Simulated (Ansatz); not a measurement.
The calculation used DFT PBE, scalar-relativistic, plane waves, PAW (Ansatz). Settings: cutoff 420 eV, Γ-centred meshes spaced at most about 0.3 Å⁻¹, and about 0.25 Å⁻¹ or finer for metals (2π included), Gaussian smearing. No spin polarisation.

Temperature and zero-point effects are left out.

Question: Order these relaxed structures of Mg4Ge3N by energy, lowest first, with the energy over the lowest of them.
A.

```
Mg Ge N
1.0
     3.15962    0.00000    0.00000
    -1.57981    2.73631    0.00000
     0.00000    0.00000   15.96599
Mg Ge N
4 3 1
Direct
  0.00000 0.00000 0.07581
  0.00000 0.00000 0.63904
  0.00000 0.00000 0.36096
  0.00000 0.00000 0.92419
  0.66667 0.33333 0.50000
  0.33333 0.66667 0.22430
  0.33333 0.66667 0.77570
  0.66667 0.33333 0.00000
```

B.

```
Mg Ge N
1.0
     3.19931    0.00000    0.00000
    -1.59965    2.77068    0.00000
     0.00000    0.00000   16.04781
Mg Ge N
4 3 1
Direct
  0.33333 0.66667 0.93437
  0.33333 0.66667 0.36031
  0.66667 0.33333 0.06563
  0.66667 0.33333 0.63968
  0.00000 0.00000 0.50000
  0.00000 0.00000 0.22172
  0.00000 0.00000 0.77828
  0.00000 0.00000 0.00000
```

Answer: B (0 meV/atom), A (42 meV/atom). Forms: B P-3m1; A P-6m2. Counting Ge or N atoms around Mg (for each partner element, those within 1.25 times its shortest distance or 1.15 times the sum of covalent radii, where it is the nearest in units of that sum or under 1.3; a plus sign parts groups by distance over the sum of covalent radii; a slash parts the counts of unlike sites): B has Mg 3+3/6; A has Mg 6. Both come from invented guesses. The lowest form computed isn't among them: it has space group P-3m1 (No. 164), 17.5 Å³/atom and lies 52 meV/atom below the best shown.

Cells relaxed within their symmetry can be saddle points. Some candidate types were left out of the draw beforehand, so a known form may be missing.
